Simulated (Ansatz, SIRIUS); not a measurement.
Given: the input of a run of Ansatz 0.2.0 on Al. Atoms were shifted at random by some hundredths of an Å from the given cell, which wasn't relaxed again for these runs. This isn't the form of Al at room conditions, which is fcc.

File input.yaml:

```yaml
crystal:
  lattice:
    - [2.8124553515, 0.0, 0.0]
    - [-1.4062276757, 2.4356577814, 0.0]
    - [0.0, 0.0, 4.86685]
  atoms:
    - { symbol: Al, position: [0.314418, 0.646969, 0.2454] }
    - { symbol: Al, position: [0.669791, 0.33912, 0.753178] }
hamiltonian:
  xc: pbesol
  pseudopotentials: { kind: paw }
kpoints:
  mp_grid: { grid: [11, 11, 6] }
scf:
  occupations: { method: fermi_dirac, width: 0.05 }
output:
  forces: true
  stress: true
  eigenvalues: true
  write_density: true
  write_potential: true
  elf: true
  volumetric_format: npy
```

Potentials or basis: Ansatz PAW.

Command:

```bash
$ ansatz run input.yaml --threads 1 --pin off --max-ram 3584MiB --backend cpu --events-out ev --progress --plain --runs-dir out
```

**Question.** Set up the same calculation for SIRIUS 7.10.0. Potentials or basis there: PseudoDojo 0.4.1 PBEsol standard (scalar relativistic), cutoff 557 eV.

**Answer.** As run (cutoffs and basis follow the program's own potentials, and thresholds, step limits or extra output files can differ):

sirius.json

```json
{
  "control": {
    "processing_unit": "cpu",
    "verbosity": 2,
    "num_bands_to_print": 9,
    "print_forces": true,
    "print_stress": true
  },
  "parameters": {
    "electronic_structure_method": "pseudopotential",
    "xc_functionals": ["XC_GGA_X_PBE_SOL", "XC_GGA_C_PBE_SOL"],
    "gk_cutoff": 6.4,
    "pw_cutoff": 12.8,
    "ngridk": [11, 11, 6],
    "shiftk": [0, 0, 0],
    "smearing": "fermi_dirac",
    "smearing_width": 0.0018374661,
    "num_bands": 9,
    "num_mag_dims": 0,
    "num_dft_iter": 100,
    "energy_tol": 1e-08,
    "density_tol": 1e-06
  },
  "iterative_solver": {
    "type": "davidson",
    "min_tolerance": 1e-09,
    "tolerance_scale": [0.1, 0.25]
  },
  "mixer": {
    "type": "anderson",
    "beta": 0.7,
    "max_history": 8
  },
  "settings": {
    "tol_ne": 1e-10,
    "pseudo_grid_cutoff": 6.5
  },
  "unit_cell": {
    "lattice_vectors": [
      [1.0, 0.0, 0.0],
      [-0.499999999982, 0.866025403781, 0.0],
      [0.0, 0.0, 1.730463026695]
    ],
    "lattice_vectors_scale": 5.3147703521,
    "atom_coordinate_units": "lattice",
    "atom_types": ["Al"],
    "atom_files": {
      "Al": "Al.json"
    },
    "atoms": {
      "Al": [
        [0.314418, 0.646969, 0.2454],
        [0.669791, 0.33912, 0.753178]
      ]
    }
  }
}
```

Potentials or basis: PseudoDojo 0.4.1 PBEsol standard (scalar relativistic).

The run is started by

```bash
$ upf_to_json Al.upf
$ OMP_NUM_THREADS=1 sirius.scf --input=sirius.json --output=out.json --task=0
```

Both were run:

|  | Ansatz | SIRIUS |
| --- | --- | --- |
| Pressure | -1.2 GPa | -1.4 GPa |
| Largest force | 0.133 eV/Å | 0.135 eV/Å |
| Energy over the undisturbed cell | 2.1 meV/atom | 2.1 meV/atom |

Ansatz's pressure holds a Pulay term of +0.06 GPa for its cutoff of 420 eV, which the other run lacks.

Ansatz's potentials were made for PBE.

Where Ansatz's input types no cutoff or centring, it takes its own default and a Γ-centred mesh.

Pressure is positive in compression.
